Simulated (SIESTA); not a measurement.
## Ge under changes of volume

One of the cells (19.416 Å³/atom); the others are scaled copies at fixed shape and fractional positions:

```
CELL_PARAMETERS angstrom
0.00000 2.88574 5.11566
2.63050 0.00000 5.11566
2.63050 2.88574 0.00000
ATOMIC_POSITIONS crystal
Ge 0.72649 0.27351 0.72649
Ge 0.27351 0.72649 0.27351
Ge 0.21813 0.21813 0.78187
Ge 0.78187 0.78187 0.21813
```

This isn't the form of Ge at room conditions, which is diamond.

```yaml
Program: SIESTA 5.4.2
Functional: LDA
Potentials_or_basis: PseudoDojo 0.4 standard (LDA files)
Basis: DZP (energy shift 0.003 Ry; two zetas on semicore shells)
Grid_cutoff: 800 Ry
Energy_shift: 0.003 Ry
k_mesh: 7 × 7 × 7
Occupations: fermi-dirac, width 0.05 eV
Spin: no spin polarisation
```

```csv
volume (Å³/atom),energy over the lowest point (meV/atom),pressure (GPa),largest force (eV/Å)
18.251,0.00,0.4,0.072
18.640,0.86,-1.0,0.082
19.028,5.02,-2.3,0.090
19.416,12.15,-3.5,0.097
19.805,21.99,-4.6,0.102
20.193,?,?,?
20.581,48.86,-6.4,0.110
```

Task: What does the run at 20.193 Å³/atom give?

Result: Energy over the lowest point 34.29 meV/atom; pressure -5.6 GPa; largest force 0.107 eV/Å.

Worked out: A Birch-Murnaghan fit of order 3 (a polynomial in V^(-2/3)) to the other rows has its minimum at 18.35 Å³/atom with B0 = V·E''(V) = 69 GPa and B' = 3.5 at fixed shape and positions, which overstates the stiffness. It gives 34.31 meV/atom at 20.193 Å³/atom, against the run's 34.29, and -dE/dV = -5.6 GPa, against -5.6.

Energies are extrapolated to zero smearing.

Caveats: the basis of atomic orbitals isn't converged, which shifts pressures, moduli and gaps.
